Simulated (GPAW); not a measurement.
Runs of GPAW 26.7.0 on Cu2O (Cuprite). Symmetry: Pn-3m, No. 224, cubic system. Conventional cell: a = 4.260 Å, b = 4.260 Å, c = 4.260 Å, α = 90.00°, β = 90.00°, γ = 90.00°. Around Cu (site symmetry -3m) lie 2 O at 1.84 Å. O (site symmetry -43m) is surrounded by 4 Cu at 1.84 Å. 

| task | level | potentials or basis | eigensolver | band path | band points | gap on the mesh (eV) | pressure (GPa) |
| --- | --- | --- | --- | --- | --- | --- | --- |
| band structure | PBEint | PAW data sets generated in the run's folder for this functional, pw | - | GXMGRX,MR | 80 | 0.50 | 1.7 |
| band structure | LDA | the program's PAW data sets (release 1.2.1) made for this functional, pw | - | GXMGRX,MR | 80 | (a) | -7.0 |
| band structure | vdW-DF | GPAW PAW data sets (gpaw-data 1.2.1), pw | - | GXMGRX,MR | 100 | (b) | - |
| band structure | GLLB-SC | the program's PAW data sets (release 1.2.1) made for this functional, pw | - | GXMGRX,MR | 80 | 1.09 | - |

Alike in all rows: no spin polarisation; cell as given; k mesh 5 × 5 × 5; cutoff (eV) 800; smearing fermi-dirac 0.05 eV.

Problem. Estimate the missing entries.

Solution. (a) 0.54; (b) 0.68.

Caveats: with this Cu data set, volumes or pressures lay over 1.5 % or 2 GPa off other programs in two to four cells of ten (some runs); the PAW data sets were made with another functional, which shifts forces and pressure a little (some runs); the GLLB-SC gap is the Kohn-Sham gap of the path plus the derivative discontinuity (some runs); a model potential gives levels but no total energy (some runs); an odd mesh through Γ misses points on the zone boundary, where band edges often lie (some runs).

Runs at the PBE level aren't shown here.
